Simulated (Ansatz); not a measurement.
Set up this calculation in Ansatz 0.2.0, as the native input.

```yaml
Task: band structure
Functional: PBE
Potentials_or_basis: all-electron LAPW, scalar-relativistic
Cutoff: 201 eV (chosen from the basis error)
Basis_error_allowed: 0.002 eV/atom
k_mesh: 8 × 8 × 5
Occupations: fermi-dirac, width 0.05 eV
Spin: no spin polarisation
```

The system is ZrS2.

```
Zr S
1.0
     3.69138    0.00000    0.00000
    -1.84569    3.19683    0.00000
     0.00000    0.00000    6.04108
Zr S
1 2
Direct
  0.00000 0.00000 0.00000
  0.33333 0.66667 0.23791
  0.66667 0.33333 0.76209
```

The cell is a database's computed one.

These files were run (other wordings do the same):

input.yaml

```yaml
crystal:
  lattice:
    - [3.6913825498, 0.0, 0.0]
    - [-1.8456912749, 3.1968310632, 0.0]
    - [0.0, 0.0, 6.04107701]
  atoms:
    - { symbol: Zr, position: [0.0, 0.0, 0.0] }
    - { symbol: S, position: [0.3333333333, 0.6666666667, 0.23790997] }
    - { symbol: S, position: [0.6666666667, 0.3333333333, 0.76209003] }
kpoints:
  mp_grid: { grid: [8, 8, 5] }
  band_path:
    path:
      - [0.0, 0.0, 0.0]
      - [0.5, 0.0, 0.0]
      - [0.3333333333, 0.3333333333, 0.0]
      - [0.0, 0.0, 0.0]
      - [0.0, 0.0, 0.5]
      - [0.5, 0.0, 0.5]
      - [0.3333333333, 0.3333333333, 0.5]
      - [0.0, 0.0, 0.5]
    npoints: 8
scf:
  occupations: { method: fermi_dirac, width: 0.05 }
hamiltonian:
  xc: pbe
  pseudopotentials: { kind: all_electron, lapw: { basis_error: 0.002 } }
output:
  forces: true
  stress: true
  eigenvalues: true
```

Potentials or basis: all-electron LAPW, scalar-relativistic.

Launch:

```sh
$ ansatz run input.yaml --threads 2 --pin off --max-ram 6144MiB --backend cpu --events-out ev --progress --plain --runs-dir out
```

Results of the run:

The pressure is 0.5 GPa and the largest force is 0.046 eV/Å. The band gap on the k mesh is 1.05 eV, indirect (least direct gap 1.64 eV) and the band gap along the path is 1.03 eV, indirect (least direct gap 1.64 eV).

Caveat: this functional lacks dispersion, which binds the layers, so the pressure and a relaxed spacing across them are unreliable.

Wall time 14 s on 2 threads of Arm Neoverse V1, with other jobs on the host, peak memory 0.34 GiB.
